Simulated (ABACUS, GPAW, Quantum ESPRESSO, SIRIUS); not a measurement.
**Cost and result for the bulk modulus of HgTe**

**What was measured.** The bulk modulus of HgTe (Coloradoite) (F-43m) is reported as 43 GPa (a printed reference work). The runs below try to reproduce it.

```cif
data_structure
_symmetry_space_group_name_H-M 'F-43m'
_symmetry_Int_Tables_number 216
_cell_length_a 6.4290
_cell_length_b 6.4290
_cell_length_c 6.4290
_cell_angle_alpha 90.000
_cell_angle_beta 90.000
_cell_angle_gamma 90.000
_cell_volume 265.72
loop_
_atom_site_label
_atom_site_type_symbol
_atom_site_symmetry_multiplicity
_atom_site_Wyckoff_symbol
_atom_site_fract_x
_atom_site_fract_y
_atom_site_fract_z
_atom_site_occupancy
Hg1 Hg 4 a 0.00000 0.00000 0.00000 1
Te1 Te 4 c 0.25000 0.25000 0.25000 1
```

```tsv
rung	level	program and potentials	cutoff (eV)	k mesh	smearing	core time	chip	bulk modulus (GPa)	miss	notes
LDA	LDA	GPAW, the program's PAW data sets (release 1.2.1) made for this functional, other valence	600	6 × 6 × 6	fermi-dirac 0.05	72 s	Intel Xeon 6975P-C Granite Rapids	47.5	+10.5 %	-
GGA + dispersion	revPBE+D3(zero damping)	GPAW, the program's PAW data sets (release 1.2.1) made for this functional	600	6 × 6 × 6	fermi-dirac 0.05	80 s	Intel Xeon Platinum 8488C Sapphire Rapids	37.6	-12.6 %	-
GGA + dispersion	PBEsol+D3(BJ)	GPAW, PAW data sets generated for this functional	600	6 × 6 × 6	fermi-dirac 0.05	86 s	Arm Neoverse V2	47.5	+10.5 %	-
GGA	WC	GPAW, PAW data sets generated for this functional	600	6 × 6 × 6	fermi-dirac 0.05	94 s	Intel Xeon Platinum 8488C Sapphire Rapids	41.9	-2.6 %	-
GGA + dispersion	PBEsol+D3(zero damping)	GPAW, PAW data sets generated for this functional	600	6 × 6 × 6	fermi-dirac 0.05	99 s	Intel Xeon Platinum 8488C Sapphire Rapids	46.4	+7.9 %	-
GGA + dispersion	PBE+D4	GPAW, GPAW PAW data sets (gpaw-data 1.2.1)	600	6 × 6 × 6	fermi-dirac 0.05	1.9 min	Intel Xeon Platinum 8488C Sapphire Rapids	40.2	-6.5 %	-
GGA	PBEsol	Quantum ESPRESSO, GBRV 1.5 PBEsol	612	7 × 7 × 7	fermi-dirac 0.05	2.2 min	Arm Neoverse V2	42.3	-1.6 %	-
GGA	PBEsol	GPAW, PAW data sets generated for this functional	600	7 × 7 × 7	fermi-dirac 0.05	2.3 min	Arm Neoverse V1	42.1	-2.1 %	-
LDA	LDA	Quantum ESPRESSO, PseudoDojo 0.4.1 SR LDA standard	1088	7 × 7 × 7	fermi-dirac 0.05	4.6 min	Arm Neoverse V2	47.5	+10.5 %	-
GGA	PBEsol	ABACUS, PseudoDojo NC SR 0.4.1 PBEsol standard, plane waves	1129	7 × 7 × 7	fermi-dirac 0.05	5.8 min	Intel Xeon Platinum 8559C Emerald Rapids	42.2	-1.9 %	-
GGA	PBEsol	SIRIUS, all-electron FP-LAPW, apw+lo standard	-	7 × 7 × 7	fermi-dirac 0.05	15 min	Intel Xeon Platinum 8375C Ice Lake	42.5	-1.2 %	-
```

Times are single runs on shared hosts and different chips, so they are rough; meshes, cutoffs and the tasks' sizes weigh on the time. Task: equation of state. All rows: no spin polarisation. Smearing widths are in eV. The cell comes from a database and isn't always the measured one. For a metal such meshes aren't converged. Meshes differ between rows, which moves values too. Meshes are those of the run's cell of 2 atoms unless a note names another. Misses use the values as printed. Runs on faulty files, with rough fits or with known faults for this quantity aren't shown. No row holds spin-orbit coupling.

By rung: LDA 47.5; GGA + dispersion 37.6 to 47.5; GGA 41.9 to 42.5 (GPa). Measured: 43 GPa (a printed reference work). Closest is PBEsol with SIRIUS, all-electron FP-LAPW, apw+lo standard (-1.2 %). The runs are for a static lattice, while measurements hold temperature and zero-point motion.
